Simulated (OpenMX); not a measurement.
Here is an OpenMX 3.8.5 calculation.

Contents of Cu.dat:

```
System.CurrrentDirectory             ./
System.Name                          Cu
DATA.PATH                            ./DFT_DATA13
level.of.stdout                      1
level.of.fileout                     0
Species.Number                       1
<Definition.of.Atomic.Species
  Cu  Cu6.0H-s3p2d2          Cu_PBE13H
Definition.of.Atomic.Species>

Atoms.Number                         2
Atoms.SpeciesAndCoordinates.Unit     FRAC
<Atoms.SpeciesAndCoordinates
    1  Cu    0.6666666667    0.3333333333    0.7500000000   9.500  9.500
    2  Cu    0.3333333333    0.6666666667    0.2500000000   9.500  9.500
Atoms.SpeciesAndCoordinates>

Atoms.UnitVectors.Unit               Ang
<Atoms.UnitVectors
     2.5340966698    0.0000000000    0.0000000000
    -1.2670483349    2.1945920917    0.0000000000
     0.0000000000    0.0000000000    4.1125710000
Atoms.UnitVectors>

scf.XcType                           GGA-PBE
scf.SpinPolarization                 off
scf.ElectronicTemperature            580.226
scf.energycutoff                     500.0
scf.maxIter                          100
scf.EigenvalueSolver                 band
scf.Kgrid                            13 13 7
scf.Mixing.Type                      rmm-diisk
scf.Init.Mixing.Weight               0.05
scf.Min.Mixing.Weight                0.001
scf.Max.Mixing.Weight                0.3
scf.Mixing.History                   25
scf.Mixing.StartPulay                8
scf.criterion                        1.0e-8
scf.stress.tensor                    on
MD.Type                              nomd
```

Potentials or basis: OpenMX 2013 PBE set, Cu6.0H-s3p2d2, grid cutoff 500 Ry.

The run is started by

```sh
$ openmx Cu.dat -nt 1 > Cu.std
```

Question: Predict the largest force.

Answer: 0.060 eV/Å.

Question: Estimate the pressure.

Answer: 9.1 GPa.

Forces on the atoms (eV/Å):
```
Cu   0.002 -0.060  0.000
Cu  -0.002  0.060  0.000
```

Caveat: the basis of atomic orbitals isn't converged, which shifts pressures, moduli and gaps.
